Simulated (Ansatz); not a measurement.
## HfS$_{2}$ (P-3m1), an elastic constant from a strain scan

These are results of DFT r2SCAN, scalar-relativistic, plane waves, PAW (Ansatz 0.2.0), not measurements. The runs took a 500 eV cutoff, a Γ-centred 9×9×6 mesh and Gaussian smearing (0.05 eV). Spin–orbit coupling is left out, which can shift energies with elements as heavy as these. No spin polarisation. Energies are free energies at this smearing, counted from the undisturbed cell; pressure is positive in compression.

Reference structure (as given, not relaxed at this level; it stands at 0.7 GPa):

```xyz
3
Lattice="3.6397 0.0000 0.0000 -1.8198 3.1520 0.0000 0.0000 0.0000 6.0556" Properties=species:S:1:pos:R:3 pbc="T T T"
Hf    0.0000    0.0000    0.0000
S     1.8198    1.0507    4.6262
S     0.0000    2.1014    1.4294
```

The cell holds layers and no dispersion correction was added, so their binding is poorly described.

The cell is strained by ε times the Voigt pattern (1, 1, 0, 0, 0, 0) (xx, yy, zz, yz, xz, xy; engineering shear) with fractional coordinates fixed. The cell holds 3 atoms in V0 = 69.47 Å³. The stress column is τ = (1/V0) dE/dε, got from the stress tensor σ (compression positive) at each point as −det(1 + εP) σ : P(1 + εP)⁻¹, with P the pattern as a tensor.

| ε | ΔE (meV/atom) | τ (GPa) |
| --- | --- | --- |
| -0.0400 | 71.227 | -24.209 |
| -0.0300 | 40.808 | -17.952 |
| -0.0200 | 19.149 | -12.078 |
| 0.0000 | 0.000 | -1.399 |
| 0.0100 | 1.513 | 3.443 |
| 0.0200 | 9.804 | 7.977 |
| 0.0300 | 24.431 | 12.218 |
| 0.0400 | ? | ? |

**Question.** Which combination of elastic constants does this scan measure, and how large is it?

**Answer.** For small ε, τ = τ0 + Kε with K = pᵀCp, which for this pattern is C11 + C22 + 2 C12 in the Cartesian frame shown. The parabola through τ at ε = -0.0200, 0 and 0.0100 has slope K = 501 GPa at zero. The energies per cell, E = NΔE, of the same two points give K = 2[E(ε₊)/ε₊ − E(ε₋)/ε₋]/[(ε₊ − ε₋)V0] = 511 GPa, in agreement. These are clamped-ion values.

**Question.** Predict the withheld row at ε = 0.0400 from the harmonic law, and compare.

**Answer.** ΔE = V0(τ0 ε + Kε²/2)/N = 49.818 meV/atom and τ = 18.63 GPa. The calculation gives 44.989 meV/atom and 16.18 GPa: the energy lies 10 % below the harmonic value, as bonds soften when stretched.

Forces appear on the atoms along this scan, and letting them relax would lower the energy and soften the response.